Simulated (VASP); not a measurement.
Here is a VASP 6.6.1 calculation.

The input INCAR:

```
ALGO = Normal
EDIFF = 1E-7
EDIFFG = -0.01
ENCUT = 600
GGA = PE
IBRION = 2
ISIF = 2
ISMEAR = 0
IVDW = 12
LASPH = T
LCHARG = F
LREAL = F
LWAVE = F
NELM = 80
NSW = 40
PREC = Accurate
SIGMA = 0.03
```

Contents of KPOINTS:

```
k-points
0
Gamma
  10 10 10
```

POSCAR

```
CaO                                     
1.0
    0.0000000000      2.4111476270      2.4111476270
    2.4111476270      0.0000000000      2.4111476270
    2.4111476270      2.4111476270      0.0000000000
  Ca              O             
     1     1
Direct
     0.0000000000000000    0.0000000000000000    0.0000000000000000
     0.5000000000000000    0.5000000000000000    0.5000000000000000
```

Potentials or basis: VASP PAW PBE potentials, release 64 (Ca_sv, O).

The run is started by

```sh
$ cat potpaw_PBE.64/Ca_sv/POTCAR potpaw_PBE.64/O/POTCAR > POTCAR
$ mpirun -np 1 vasp_std > vasp.out
```

Task: Predict the band gap on the k mesh.

Result: 3.64 eV, indirect (least direct gap 4.02 eV).

Task: Estimate the dispersion energy per atom.

Result: -0.269 eV.

Final structure:
```cif
data_structure
_symmetry_space_group_name_H-M 'P 1'
_symmetry_Int_Tables_number 1
_cell_length_a 3.4099
_cell_length_b 3.4099
_cell_length_c 3.4099
_cell_angle_alpha 60.000
_cell_angle_beta 60.000
_cell_angle_gamma 60.000
_cell_volume 28.04
loop_
_atom_site_label
_atom_site_type_symbol
_atom_site_fract_x
_atom_site_fract_y
_atom_site_fract_z
_atom_site_occupancy
Ca1 Ca 0.00000 0.00000 0.00000 1
O1 O 0.50000 0.50000 0.50000 1
```

Caveat: the relaxation stopped at its first step, so nothing moved. A k mesh can miss the band edges.
